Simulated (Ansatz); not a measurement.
Si:

```xyz
4
Lattice="3.8313 0.0000 0.0000 -1.9157 3.3180 0.0000 0.0000 0.0000 6.3326" Properties=species:S:1:pos:R:3 pbc="T T T"
Si    1.9157    1.1060    5.9336
Si    0.0000    2.2120    2.7673
Si    1.9157    1.1060    3.5653
Si    0.0000    2.2120    0.3990
```

This isn't the form of Si at room conditions, which is diamond.

Below is the output of Ansatz 0.2.0 for this cell. Logs are shortened: lines on timing, memory, paths and dates and some standing lists are left out, and cuts for length are marked.

```text
Warning: RAYON_NUM_THREADS=2 ignored (pool sized by the plan → 2); use --threads N
Engine: ansatz 0.2.0, x86_64-unknown-linux-gnu
Pseudopotentials: kind: paw
Pseudopotential: Si, paw, valence charge 4, recommended cutoff 420 eV (normal), Si.paw.azcp
Functional definition: PBE
  parameter kappa = 0.804
  parameter beta = 0.06672455060314922
  exchange = pbe_x(kappa = kappa, mu = beta*pi^2/3)
  correlation = pbe_c(beta = beta)
Crystal: 4 atoms, lattice volume = 80.503 Å³
Basis set: ecut = 420 eV, 1581 PW (Γ), exchange–correlation on 54×54×90 points (8 copies of the dense FFT grid, shifted against one another)
Bands: 12, of which v1, the nominal top of the filled ones, is band 8 counted from 1 (7 counted from 0)
Symmetry: 24 space group operations
Space group: P63/mmc (ITA 194), of the structure as read, at distance tolerance 4.3e-5 Å
k-points: 30 of 256
Non-local potential: Si, projectors of the file, l = 0: 2, l = 1: 2, l = 2: 2
PAW form: soft (Blöchl's): semilocal exchange-correlation on the pseudo side does not see the compensation charge
PAW one-centre angular grid: Si, 110 points (default); XC on 64 Gauss nodes
Initial density: superposition of atomic densities (neutral atoms: chi_scale 0, normalization atom), corrected by the library's trained network
Initial wavefunctions: pseudopotential atomic-orbital guess
Functional: x = pbe(κ = 0.804, μ = 0.2195149727645171), c = pbe(β = 0.06672455060314922)
SCF iter   1: F=—  HF=-2543.186373 eV  |F-HF|=—  |Δ(HF+E_count)|=         —  Δρ=1.14e-3  dr2=9.27e-4  ethr=1.77e-3  ⟨swp⟩=6.4  Hψ=2646  notcnv=0
preconditioner: auto → none  [insulator: Δε(μ)=0.418 eV  Ē_g=7.867 eV  σ=0.026 eV  W_gap=1.00  n_scr=10 (ndim 8)  ℏωp=16.6 eV  f_vac=0.000  D(μ)=0.00/eV (n_scr^D=0)  ε∞_Penn≈5.4]
SCF iter   2: F=—  HF=-2543.187234 eV  |F-HF|=—  |Δ(HF+E_count)|=   8.61e-4  Δρ=4.92e-4  dr2=1.25e-4  ethr=5.79e-6  ⟨swp⟩=2.1  Hψ=899  notcnv=0
SCF iter   3: F=—  HF=-2543.187471 eV  |F-HF|=—  |Δ(HF+E_count)|=   2.37e-4  Δρ=1.11e-4  dr2=6.01e-6  ethr=7.79e-7  ⟨swp⟩=2.1  Hψ=587  notcnv=0
SCF iter   4: F=—  HF=-2543.187492 eV  |F-HF|=—  |Δ(HF+E_count)|=   2.10e-5  Δρ=7.89e-6  dr2=6.71e-8  ethr=3.75e-8  ⟨swp⟩=2.1  Hψ=592  notcnv=0
iter 5 did not close the SCF: its close was put off for the readings that it lacked (scf_convergence_deferred on its scf_iter line)
SCF iter   5: F=-2543.187492 eV  HF=-2543.187492 eV  |F-HF|=9.66e-9  |Δ(HF+E_count)|=   1.87e-7  Δρ=2.10e-6  dr2=3.63e-9  ethr=4.19e-10  ⟨swp⟩=2.1  Hψ=599  notcnv=0
SCF iter   6: F=-2543.187492 eV  HF=-2543.187492 eV  |F-HF|=6.91e-11  |Δ(HF+E_count)|=   1.13e-8  Δρ=1.95e-7  dr2=2.29e-11  ethr=2.27e-11  ⟨swp⟩=2.0  Hψ=1190  notcnv=0
SCF 1 converged in 6 iterations: F = -2543.187492 eV  dr2 = 2.29e-11
  greatest PAW one-centre occupation: 0.633 electrons in one spin orbital (limit 2), on the Si atom at site 3 (counted from 0), in its partial waves of l = 0
SCF converged after 6 iterations
Free energy (F): -2543.187492 eV
Harris-Foulkes:  -2543.187492 eV  (|F-HF|=6.91e-11)
Internal energy: -2543.187492 eV  (E = F + TS)
E sigma→0 (E₀):  -2543.187492 eV
Fermi energy:    6.637536 eV
--- Per-component energies (eV) ---
  E_band       = 18.027277
  E_kinetic    = 161.369687
  E_local      = -111.391650  (includes V_loc(G=0)·N_el)
  E_nonlocal   = 103.849767
  E_hartree    = 30.539129
  E_xc         = -220.709430
  E_vxc        = -186.925023  (∫ρ·V_xc dr)
  E_paw        = -2051.188266  (= ΣΔE_a)
  E_vpaw       = -9.953765  (= ΣTr[D̂ρ^β])
  E_aug_tail   = 0.000024  (compensation charges beyond the density's cutoff)
  E_ewald      = -455.656753
  E_smearing   = -0.000000  (= −TS)
  E_closure    = 0.000000  (closes the sum)
  Σ components = -2543.187492   (vs F -2543.187492, Δ=0.00e0)
--- Forces (eV/Å), atoms counted from 1 ---
  atom   1  Si    -0.00000000    -0.00000000     0.00754883
  atom   2  Si     0.00000000     0.00000000     0.00754883
  atom   3  Si    -0.00000000    -0.00000000    -0.00754883
  atom   4  Si     0.00000000     0.00000000    -0.00754883
  max |Σ_I F_I| component: 6.01e-17 eV/Å
--- Stress (GPa, compression-positive) ---
        1.443322       0.000000       0.000000
        0.000000       1.443322       0.000000
        0.000000       0.000000       1.433171
  P = ⅓ Tr σ = 1.4399 GPa (14.399 kbar)
--- Band table (eV; the first three rows and the last of 30) ---
  k-point 0: bands = ["-5.7649", "-3.4815", "-0.7853", "4.9114", "4.9114", "6.0782", "6.4294", "6.4294", "7.4584", "8.4301", "8.4301", "8.7698"]
  k-point 1: bands = ["-5.5635", "-4.1002", "0.2119", "4.4900", "5.0668", "5.0668", "6.0898", "6.0898", "7.6611", "8.7428", "8.7428", "8.9721"]
  k-point 2: bands = ["-4.9769", "-4.9769", "2.1968", "2.1968", "5.5031", "5.5031", "5.5031", "5.5031", "8.2354", "8.2354", "9.4076", "9.4076"]
  k-point 29: bands = ["-2.4628", "-2.4628", "-0.8970", "-0.8970", "2.1537", "2.1537", "4.3871", "4.3871", "7.9741", "7.9741", "10.2019", "10.2019"]
```

Task: Write the input and the command behind it.

Result: Single point with PBE, no spin polarisation. The files as run (others can give the same):

input.yaml
```yaml
crystal:
  lattice:
    - [3.8313174605, 0.0, 0.0]
    - [-1.9156587303, 3.3180182508, 0.0]
    - [0.0, 0.0, 6.3326220002]
  atoms:
    - { symbol: Si, position: [0.6666666667, 0.3333333333, 0.9369905] }
    - { symbol: Si, position: [0.3333333333, 0.6666666667, 0.4369905] }
    - { symbol: Si, position: [0.6666666667, 0.3333333333, 0.5630095] }
    - { symbol: Si, position: [0.3333333333, 0.6666666667, 0.0630095] }
hamiltonian:
  xc: pbe
  pseudopotentials: { kind: paw }
kpoints:
  mp_grid: { grid: [8, 8, 4] }
scf:
  occupations: { method: gaussian, width: 0.026 }
output:
  forces: true
  stress: true
  eigenvalues: true
```

Potentials or basis: Ansatz PAW.
Command:
```bash
$ ansatz run input.yaml --threads 2 --pin off --max-ram 5632MiB --backend cpu --events-out ev --progress --plain --runs-dir out
```
